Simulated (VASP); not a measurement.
A run of VASP 6.6.1 is set up as follows.

File INCAR:

```
SYSTEM = C
ALGO = Normal
EDIFF = 1E-7
EDIFFG = -0.005
ENCUT = 600
GGA = PE
IBRION = 2
ISIF = 3
ISMEAR = 0
IVDW = 12
KPAR = 4
LASPH = .TRUE.
LATTICE_CONSTRAINTS = .TRUE. .TRUE. .FALSE.
LCHARG = .FALSE.
LREAL = .FALSE.
LWAVE = .FALSE.
NELM = 80
NSW = 90
PREC = Accurate
SIGMA = 0.03
```

The input KPOINTS:

```
k-points
0
G
  15 15 1
  0 0 0
```

File POSCAR:

```
C                                       
1.0
    2.4657306184      0.0000000000      0.0000000000
   -1.2328653092      2.1353853547      0.0000000000
    0.0000000000      0.0000000000     21.9015365000
  C             
     4
Direct
     0.0000000000000000    0.0000000000000000    0.4231045537163746
     0.6666666699999979    0.3333333400000029    0.4230694007256933
     0.0000000000000000    0.0000000000000000    0.5768954462836255
     0.3333333300000021    0.6666666599999971    0.5769305992743067
```

Potentials or basis: VASP PAW PBE potentials, release 64 (C).

Command:

```sh
$ cat potpaw_PBE.64/C/POTCAR > POTCAR
$ mpirun -np 4 vasp_std > vasp.out
```

(1) What does it give for the dispersion energy per atom?

(2) Estimate the band gap on the k mesh.

Answers

(1) -0.119 eV.

(2) none (metal or under the smearing width).
